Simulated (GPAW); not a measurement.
Runs of GPAW 26.7.0 on CdO (Monteponite). Symmetry: Fm-3m, No. 225, cubic system. The conventional cell has a = 4.699 Å, b = 4.699 Å, c = 4.699 Å, α = 90.00°, β = 90.00°, γ = 90.00°. Cd (site symmetry m-3m) has 6 O at 2.35 Å as nearest neighbours. O (site symmetry m-3m) is surrounded by 6 Cd at 2.35 Å. 

```csv
task,level,potentials or basis,cell,k mesh,cutoff (eV),maxiter,band path,band points,ranks,optimizer,mesh quality,gap on the mesh (eV),pressure (GPa),relaxed volume (Å³/atom)
band structure,PBEsol,"PAW data sets generated in the run's folder for this functional, pw",as given,10 × 10 × 10,800,150,"GXWKGLUWLK,UX",80,-,-,not flagged,-,(b),-
single point,HSE06,"GPAW PAW data sets (gpaw-data 1.2.1), pw",as given,4 × 4 × 4,600,60,-,-,4,-,coarse,0.87,-,-
relaxation of cell and atoms,PBEsol,"PAW data sets generated in the run's folder for this functional, pw",relaxed,10 × 10 × 10,800,150,-,-,-,FIRE,not flagged,none,0.1,(a)
band structure,RPBE,"the program's PAW data sets (release 1.2.1) made for this functional, pw",as given,10 × 10 × 10,800,150,"GXWKGLUWLK,UX",60,-,-,not flagged,-,10.0,-
relaxation of cell and atoms,LDA,"the program's PAW data sets (release 1.2.1) made for this functional, pw",relaxed,10 × 10 × 10,800,150,-,-,-,BFGS,not flagged,none,0.4,12.38
relaxation of cell and atoms,RPBE,"the program's PAW data sets (release 1.2.1) made for this functional, pw",relaxed,10 × 10 × 10,800,150,-,-,-,LBFGS,not flagged,none,0.0,13.97
```

Alike in all rows: no spin polarisation; smearing fermi-dirac 0.05 eV.

Estimate the missing entries.

(a) 12.85; (b) -1.3.

Caveats: some runs use coarse meshes; this crystal is a semiconductor, whose small gap the functional closes, so the metal is an error of the method (some runs); later steps reuse the first step's grids (some runs); exact exchange converges slowly with the k mesh, and this mesh is small (some runs); the PAW data sets were made with another functional, which shifts forces and pressure a little (some runs).

A k mesh can miss the band edges, and the runs leave out spin-orbit coupling on Cd.

A gap of «none» marks a metal or a gap under the smearing width.

Runs at the PBE level aren't shown here.
